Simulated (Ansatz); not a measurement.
Rows from a G0W0 calculation on GaP (F-43m) (Ansatz 0.2.0; G0W0 on PBE, plane waves, PAW; PAW set soft_1; 6×6×6 mesh, 168 empty bands, screening to 150 eV, PAW set soft_1 files), in eV. Spin-orbit coupling is left out.

```csv
row,Σx,Σc,Vxc,Z
A,-7.47,-4.40,-12.03,0.77
B,-17.15,1.16,-15.40,0.77
C,-16.01,2.15,-13.17,0.74
D,-10.78,-4.21,-15.24,0.78
E,-6.90,-3.77,-10.59,0.79
F,-7.93,-3.89,-11.90,0.78
```

Question: Which rows are filled states and which are empty ones, and how can one tell?

Filled: B and C. Empty: A, D, E and F. The sign of Σc tells: for a filled state bare exchange, which holds its interaction with itself, lies below Vxc (Σx − Vxc is -1.7 eV or lower here) and screening gives part back as a positive Σc. For an empty state Σx lies above Vxc (+3.7 eV or more) and the Coulomb hole leaves Σc negative.

[Paths, hosts, dates, memory and timing lines, banners, echoed tables and standing remarks are left out of the program output.]

[Logs are printed without paths, hosts, clocks, repeated set-up lines and the standing remarks that a program may print on its own settings, such as how far it seeks lower states.]

[Runs of the session that timed out or met a known fault of the program may be left out.]

[Cells called generated may have been cut or substituted from an entry of the Crystallography Open Database or the Materials Project.]

[Hosts, paths, dates, database ids (printed as entryN), source tags and the programs' standing remarks are cut or masked in the printed files.]
